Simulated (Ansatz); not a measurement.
The system is MnSb.

```
CELL_PARAMETERS angstrom
0.00000 2.79502 2.79502
2.79502 0.00000 2.79502
2.79502 2.79502 0.00000
ATOMIC_POSITIONS crystal
Sb 0.50000 0.50000 0.50000
Mn 0.00000 0.00000 0.00000
```

The cell comes from a database or a generator and needn't be the stable form of this composition.

Alike in all runs: program Ansatz 0.2.0; functional PBE; potentials or basis Ansatz PAW; cutoff 420 eV (not typed: the program's choice for these potentials); k mesh 7 × 7 × 7; occupations fermi-dirac, width 0.05 eV.

Starts and where they ended:

```tsv
start	free energy over the lowest (meV/atom)	net moment (μB)	site or absolute moments (μB)	gap
collinear spin, ferromagnetic start of up to 4 μB; fixed moment 4	0.0	4.00	Sb -0.07; Mn +3.88	-
collinear spin, ferromagnetic start of up to 8 μB; fixed moment 8	3671.6	8.00	Sb +0.96; Mn +5.13	-
collinear spin, ferromagnetic start of up to 5 μB; fixed moment 5	379.8	5.00	Sb +0.20; Mn +4.22	-
collinear spin, ferromagnetic start of up to 2 μB; fixed moment 2	366.0	2.00	Sb -0.20; Mn +2.34	-
collinear spin, ferromagnetic start of up to 3 μB; fixed moment 3	101.5	3.00	Sb -0.19; Mn +3.26	-
collinear spin, program default start; fixed moment 0	757.2	0.00	-	-
collinear spin, ferromagnetic start of up to 6 μB; fixed moment 6	1087.4	6.00	Sb +0.50; Mn +4.57	-
collinear spin, ferromagnetic start of up to 1 μB; fixed moment 1	628.3	1.00	Sb -0.13; Mn +1.25	-
```

All polarised runs hold their moment fixed, so the table maps the energy against it. A still lower state may exist.

Caveats: the total moment is fixed, so each spin has its own Fermi level; a cell with one magnetic atom can't hold antiferromagnetic order, which such compounds often take (some runs).
